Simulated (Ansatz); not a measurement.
# A convergence test on TePb (Fm-3m): k mesh of the density

How far can the k mesh of the density be lowered for the gap of TePb (Fm-3m)?

Method: DFT, PBE, plane waves, PAW, in Ansatz 0.2.0.

Report form: the programs' logs are mostly left out.

## 1. The structure

It takes space group Fm-3m (No. 225, cubic). Conventional cell: a = 6.462 Å, b = 6.462 Å, c = 6.462 Å, α = 90.00°, β = 90.00°, γ = 90.00°. Nearest to Te lie 6 Pb at 3.23 Å. Nearest to Pb lie 6 Te at 3.23 Å. Farther neighbours and most contacts between anions are not listed.

The cell and positions come from the Crystallography Open Database and are kept as given unless a step says otherwise. Spin-orbit coupling is left out unless a step names it. The default PAW set here is soft_2. Its files were made with PBE.

## 2. k mesh of the density: 2×2×2

Input file input.yaml:

```yaml
crystal:
  lattice:
    - [0.0, 3.231, 3.231]
    - [3.231, 0.0, 3.231]
    - [3.231, 3.231, 0.0]
  atoms:
    - { symbol: Te, position: [0.5, 0.5, 0.5] }
    - { symbol: Pb, position: [0.0, 0.0, 0.0] }
kpoints:
  mp_grid: { grid: [2, 2, 2] }
  band_path:
    path:
      - [0.0, 0.0, 0.0]
      - [0.5, 0.0, 0.5]
      - [0.625, 0.25, 0.625]
      - [0.375, 0.375, 0.75]
      - [0.5, 0.5, 0.5]
      - [0.5, 0.25, 0.75]
    npoints: 1
hamiltonian:
  xc: pbe
scf:
  occupations: { method: fixed }
  n_extra_bands: 4
output:
  eigenvalues: true
  write_density: true
  write_potential: true
  elf: true
  volumetric_format: npy
```

Started as:

```console
> ansatz run input.yaml --threads 3 --pin off --max-ram 92160MiB --backend cuda --events-out ev --progress --plain --runs-dir out --devices 1 --max-vram 13GiB
```

Run time: 5.6 s. Hardware: 1 × NVIDIA H100 80GB HBM3 (shared by 6 runs) with 3 threads of AMD EPYC 7R13 (Zen 3), shared host; peak memory 0.92 GiB; 3.4 s of CPU time.

This step gave:

```yaml
gap: 0.5977 eV
valence_top_at: L
conduction_bottom_at: L
least_direct_gap: 0.5977 eV
```

The gap is direct, at (0.500, 0.500, 0.500).

## 3. k mesh of the density: 4×4×4

input.yaml: that of step 2 with these lines changed.

```diff
@@ -9,3 +9,3 @@
 kpoints:
-  mp_grid: { grid: [2, 2, 2] }
+  mp_grid: { grid: [4, 4, 4] }
   band_path:
@@ -26,5 +26 @@
   eigenvalues: true
-  write_density: true
-  write_potential: true
-  elf: true
-  volumetric_format: npy
```

Elapsed: 3.3 s, on 1 × NVIDIA H100 80GB HBM3 (shared by 6 runs) with 3 threads; peak memory 0.93 GiB; 3.6 s of CPU time.

This step gave:

```
gap                  : 0.7297 eV
valence top at       : L
conduction bottom at : L
least direct gap     : 0.7297 eV
```

The gap is 0.730 eV, +0.132 eV from the run before at this level.

## 4. k mesh of the density: 6×6×6 (the default)

input.yaml, the sections that differ from step 3:

```yaml
kpoints:
  mp_grid: { grid: [6, 6, 6] }
  band_path:
    path:
      - [[0.0, 0.0, 0.0], [0.5, 0.0, 0.5], [0.625, 0.25, 0.625]]
      - [[0.375, 0.375, 0.75], [0.0, 0.0, 0.0], [0.5, 0.5, 0.5], [0.5, 0.25, 0.75], [0.5, 0.0, 0.5]]
    npoints: 10
scf:
  occupations: { method: fermi_dirac, width: 0.02 }
  n_extra_bands: 4
output:
  eigenvalues: true
  write_density: true
  write_potential: true
  elf: true
  volumetric_format: npy
# crystal, hamiltonian: as in step 3
```

Wall time 3.6 s (1 × NVIDIA H100 80GB HBM3 (shared by 6 runs) with 3 threads); peak memory 0.94 GiB; 3.3 s of CPU time.

This step gave:

```
gap                  : 0.7302 eV
valence top at       : L
conduction bottom at : L
least direct gap     : 0.7302 eV
```

The gap is 0.730 eV, +0.001 eV from the run before at this level.

## 5. k mesh of the density: 10×10×10

input.yaml, the sections that differ from step 4:

```yaml
kpoints:
  mp_grid: { grid: [10, 10, 10] }
  band_path:
    path:
      - [0.0, 0.0, 0.0]
      - [0.5, 0.0, 0.5]
      - [0.625, 0.25, 0.625]
      - [0.375, 0.375, 0.75]
      - [0.5, 0.5, 0.5]
      - [0.5, 0.25, 0.75]
    npoints: 1
scf:
  occupations: { method: fixed }
  n_extra_bands: 4
output:
  eigenvalues: true
# crystal, hamiltonian: as in step 4
```

It took 2.5 s on 1 × NVIDIA H100 80GB HBM3 (shared by 6 runs) with 3 threads; peak memory 0.93 GiB; 3.5 s of CPU time.

Numbers from this step:

```
gap                  : 0.7308 eV
valence top at       : L
conduction bottom at : L
least direct gap     : 0.7308 eV
```

The gap is 0.731 eV, +0.001 eV from the run before at this level.

## 6. The series

Differences are against the last row; a negative gap means that bands overlap, and a run with a band path holds that path's time. Times are wall times on 1 × NVIDIA H100 80GB HBM3 (shared by 6 runs) with 3 threads of AMD EPYC 7R13 (Zen 3), shared host, good to a factor of about two.

```tsv
k mesh of the density	gap (eV)	direct gap (eV)	gap error (eV)	energy error (meV/atom)	irreducible k	time
2×2×2	0.598	0.598	−0.133	+833.9	3	5.6 s
4×4×4	0.730	0.730	−0.001	+3.8	8	3.3 s
6×6×6	0.730	0.730	−0.001	−0.3	16	3.6 s
10×10×10	0.731	0.731	+0.000	+0.0	47	2.5 s
```

## 7. Outcome

```
2×2×2    : 0.598 eV
4×4×4    : 0.730 eV
6×6×6    : 0.730 eV
10×10×10 : 0.731 eV
```

In words: The gap holds to 0.02 eV from 4×4×4 on. At 2×2×2 the gap is off by −0.133 eV and the energy by +834 meV/atom. The gap is read over the mesh and added points near the edges, so meshes differ mainly through the density and, for a hybrid, the exchange operator.

[Paths, hosts, dates, memory and timing lines, banners, echoed tables and standing remarks are left out of the program output.]

[Logs are printed without paths, hosts, clocks, repeated set-up lines and the standing remarks that a program may print on its own settings, such as how far it seeks lower states.]

[Runs of the session that timed out or met a known fault of the program may be left out.]

[Cells called generated may have been cut or substituted from an entry of the Crystallography Open Database or the Materials Project.]

[Hosts, paths, dates, database ids (printed as entryN), source tags and the programs' standing remarks are cut or masked in the printed files.]
